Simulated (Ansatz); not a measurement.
**Si: a strain scan**

Aim: for Si, see how energy and stress answer to the strain pattern (1, -1, 0, 0, 0, 0).

Computed with Ansatz 0.2.0 (DFT r2SCAN, scalar-relativistic, plane waves, PAW, unless a step's input says otherwise).

## (1) Starting point

Symmetry: I4/mmm, No. 139, tetragonal system. Conventional cell: a = 3.254 Å, b = 3.254 Å, c = 2.641 Å, α = 90.00°, β = 90.00°, γ = 90.00°. Si (site symmetry 4/mmm) has 10 Si at 2.64 to 2.65 Å as nearest neighbours.

Coordinates:

```xyz
1
Lattice="-1.6269 1.6269 1.3203 1.6269 -1.6269 1.3203 1.6269 1.6269 -1.3203" Properties=species:S:1:pos:R:3 pbc="T T T"
Si    0.0000    0.0000    0.0000
```

It goes back to an entry of the Materials Project, which need not be the stable form.

The cell is taken as given, not relaxed at this level.

## (2) The reference cell

Reference values: F = -638.3985 eV; pressure -0.10 GPa; largest force 0.000 eV/Å; gap on the mesh none (metal). It was computed beforehand with the settings of the runs below.

## (3) Next: a strain scan

The cell is strained by ε times the Voigt pattern (1, -1, 0, 0, 0, 0) (xx, yy, zz, yz, xz, xy; engineering shear), with fractional coordinates fixed (clamped ions). The stress on the pattern is the sum of the stress components weighted by it, tension positive.

## (4) At ε = -0.1500

Input file input.yaml:

```yaml
crystal:
  lattice:
    - [-1.3828776905, 1.8709521695, 1.32032985]
    - [1.3828776905, -1.8709521695, 1.32032985]
    - [1.3828776905, 1.8709521695, -1.32032985]
  atoms:
    - { symbol: Si, position: [0.0, 0.0, 0.0] }
basis:
  ecutwfc: 500
kpoints:
  mp_grid: { grid: [22, 22, 22] }
hamiltonian:
  xc: r2scan
scf:
  occupations: { method: gaussian, width: 0.15 }
output:
  forces: true
  stress: true
  eigenvalues: true
  write_density: true
  write_potential: true
  elf: true
  volumetric_format: npy
```

On the command line:

```console
> ansatz run input.yaml --threads 1 --pin off --max-ram 2560MiB --backend cpu --events-out ev --progress --plain --runs-dir out
```

## (5) ε = 0.1125

Input file input.yaml:

```yaml
crystal:
  lattice:
    - [-1.8099428596, 1.4438870004, 1.32032985]
    - [1.8099428596, -1.4438870004, 1.32032985]
    - [1.8099428596, 1.4438870004, -1.32032985]
  atoms:
    - { symbol: Si, position: [0.0, 0.0, 0.0] }
basis:
  ecutwfc: 500
kpoints:
  mp_grid: { grid: [22, 22, 22] }
hamiltonian:
  xc: r2scan
scf:
  occupations: { method: gaussian, width: 0.15 }
output:
  forces: true
  stress: true
  eigenvalues: true
```

## (6) ε = -0.0750

Changes to input.yaml since step 5:

```diff
@@ -2,5 +2,5 @@
   lattice:
-    - [-1.8099428596, 1.4438870004, 1.32032985]
-    - [1.8099428596, -1.4438870004, 1.32032985]
-    - [1.8099428596, 1.4438870004, -1.32032985]
+    - [-1.5048963103, 1.7489335498, 1.32032985]
+    - [1.5048963103, -1.7489335498, 1.32032985]
+    - [1.5048963103, 1.7489335498, -1.32032985]
   atoms:
```

## (7) At ε = 0.0375

Input file input.yaml:

```yaml
crystal:
  lattice:
    - [-1.6879242399, 1.5659056201, 1.32032985]
    - [1.6879242399, -1.5659056201, 1.32032985]
    - [1.6879242399, 1.5659056201, -1.32032985]
  atoms:
    - { symbol: Si, position: [0.0, 0.0, 0.0] }
basis:
  ecutwfc: 500
kpoints:
  mp_grid: { grid: [22, 22, 22] }
hamiltonian:
  xc: r2scan
scf:
  occupations: { method: gaussian, width: 0.15 }
output:
  forces: true
  stress: true
  eigenvalues: true
  write_density: true
  write_potential: true
  elf: true
  volumetric_format: npy
```

## (8) Point ε = 0.1312

Input file input.yaml:

```yaml
crystal:
  lattice:
    - [-1.8403661688, 1.4134636912, 1.32032985]
    - [1.8403661688, -1.4134636912, 1.32032985]
    - [1.8403661688, 1.4134636912, -1.32032985]
  atoms:
    - { symbol: Si, position: [0.0, 0.0, 0.0] }
basis:
  ecutwfc: 500
kpoints:
  mp_grid: { grid: [22, 22, 22] }
hamiltonian:
  xc: r2scan
scf:
  occupations: { method: gaussian, width: 0.15 }
output:
  forces: true
  stress: true
  eigenvalues: true
```

## (9) At ε = 0.0937

Changes to input.yaml since step 8:

```diff
@@ -2,5 +2,5 @@
   lattice:
-    - [-1.8403661688, 1.4134636912, 1.32032985]
-    - [1.8403661688, -1.4134636912, 1.32032985]
-    - [1.8403661688, 1.4134636912, -1.32032985]
+    - [-1.7793568589, 1.4744730011, 1.32032985]
+    - [1.7793568589, -1.4744730011, 1.32032985]
+    - [1.7793568589, 1.4744730011, -1.32032985]
   atoms:
```

## (10) Point ε = 0.0562

Changes to input.yaml since step 9:

```diff
@@ -2,5 +2,5 @@
   lattice:
-    - [-1.7793568589, 1.4744730011, 1.32032985]
-    - [1.7793568589, -1.4744730011, 1.32032985]
-    - [1.7793568589, 1.4744730011, -1.32032985]
+    - [-1.7183475491, 1.5354823109, 1.32032985]
+    - [1.7183475491, -1.5354823109, 1.32032985]
+    - [1.7183475491, 1.5354823109, -1.32032985]
   atoms:
```

## (11) At ε = 0.0187

Changes to input.yaml since step 10:

```diff
@@ -2,5 +2,5 @@
   lattice:
-    - [-1.7183475491, 1.5354823109, 1.32032985]
-    - [1.7183475491, -1.5354823109, 1.32032985]
-    - [1.7183475491, 1.5354823109, -1.32032985]
+    - [-1.6573382392, 1.5964916208, 1.32032985]
+    - [1.6573382392, -1.5964916208, 1.32032985]
+    - [1.6573382392, 1.5964916208, -1.32032985]
   atoms:
```

(Steps that only read results are left out.)

**Question.** What will these runs give? Wanted: slope of the stress at ε = 0, from the points at -0.0750, 0 and 0.0187.

As calculated:

```
                                                              quantity    value
slope of the stress at ε = 0, from the points at -0.0750, 0 and 0.0187  196 GPa
```

What this shows: From the stress slope, C11 + C22 − 2 C12 is about 196 GPa with the ions clamped. The step is wide, so higher orders mix in. The undisturbed cell stays the lowest of the sampled points. The stress peaks at 9.0 GPa near ε = 0.056 and falls beyond it: the ideal strength along this path with clamped ions.
